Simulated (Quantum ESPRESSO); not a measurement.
Crystal: CdTe.

```
CELL_PARAMETERS angstrom
0.00000 3.20500 3.20500
3.20500 0.00000 3.20500
3.20500 3.20500 0.00000
ATOMIC_POSITIONS crystal
Te 0.75000 0.75000 0.75000
Cd 0.00000 0.00000 0.00000
```

```yaml
Program: Quantum ESPRESSO 7.5
Task: phonons
Functional: LDA
Potentials_or_basis: GBRV 1.5 LDA
Cutoff: 612 eV
Density_cutoff: 4898 eV
k_mesh: 6 × 6 × 6, shifted
Occupations: fermi-dirac, width 0.05 eV
Spin: no spin polarisation
Target_pressure: 20 GPa
Form_of_the_LDA_correlation: PZ81
Mixing_beta: 0.5
Most_SCF_iterations: 120
SCF_threshold: 4e-10 Ry
```

The cell and the atoms were relaxed first at 20 GPa, to 25.96 Å³/atom (a = 4.188 Å, b = 4.188 Å, c = 4.188 Å, α = 60.00°, β = 60.00°, γ = 60.00°), and the response was taken there.

The first run showed a gap, so the response started from a second, tighter run with fixed occupations.

Question: Which optical modes does the crystal have at the zone centre, and which show in infrared and Raman spectra?

Answer: The optical modes are T2. Infrared active: T2. Raman active: T2.

Optical modes at Γ, degenerate ones joined, polar ones without the macroscopic field:
```
cm⁻¹  components  symmetry     active in  IR intensity, summed ((D/Å)²/amu)
 226           3        T2  IR and Raman                               3.25
```

Zone-centre frequencies without and with the macroscopic field along z (cm⁻¹):
|  | optical modes in rising order |
| --- | --- |
| without | 226 226 226 |
| with the field | 226 226 236 |

Caveat: the volume moved by over 15 % at a fixed basis, so the end points are rough; the cell is more than 3 GPa from zero pressure, which shifts response properties.
